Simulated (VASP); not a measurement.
KMgF3, 5 atoms in the cell. Symmetry: Pm-3m, No. 221, cubic system. Conventional cell: a = 4.085 Å, b = 4.085 Å, c = 4.085 Å, α = 90.00°, β = 90.00°, γ = 90.00°. K (site symmetry m-3m) is surrounded by 12 F at 2.89 Å. Mg (site symmetry m-3m) is surrounded by 6 F at 2.04 Å. F (site symmetry 4/mmm) has 2 Mg at 2.04 Å as nearest neighbours.  The cell isn't the ideal one: a relaxed cell with its volume scaled by 1.06.

```yaml
Program: VASP 6.6.1
Task: relaxation of the atoms
Functional: PBE
Dispersion: D3(BJ)
Potentials_or_basis: VASP PAW PBE potentials, release 64 (K_sv, Mg, F)
Cutoff: 600 eV
k_mesh: 8 × 8 × 8
Occupations: gaussian, width 0.03 eV
Spin: no spin polarisation
Further_INCAR_settings: ALGO = Normal; EDIFF = 1e-07; IBRION = 2; EDIFFG = -0.01; NSW = 40
```

Potentials or basis: VASP PAW PBE potentials, release 64 (K_sv, Mg, F).

The run is started by

```sh
$ cat potpaw_PBE.64/K_sv/POTCAR potpaw_PBE.64/Mg/POTCAR potpaw_PBE.64/F/POTCAR > POTCAR
$ mpirun -np 1 vasp_std > vasp.out
```

Hardware: 1 thread of Intel(R) Xeon(R) 6975P-C (Granite Rapids) (shared host).

Task: Estimate the wall time of this run.

Result: It took 23 s on 1 thread of Intel(R) Xeon(R) 6975P-C (Granite Rapids) (shared host), peak memory 0.25 GiB. Counts: scf iterations 15, k points 35, ion steps 1.
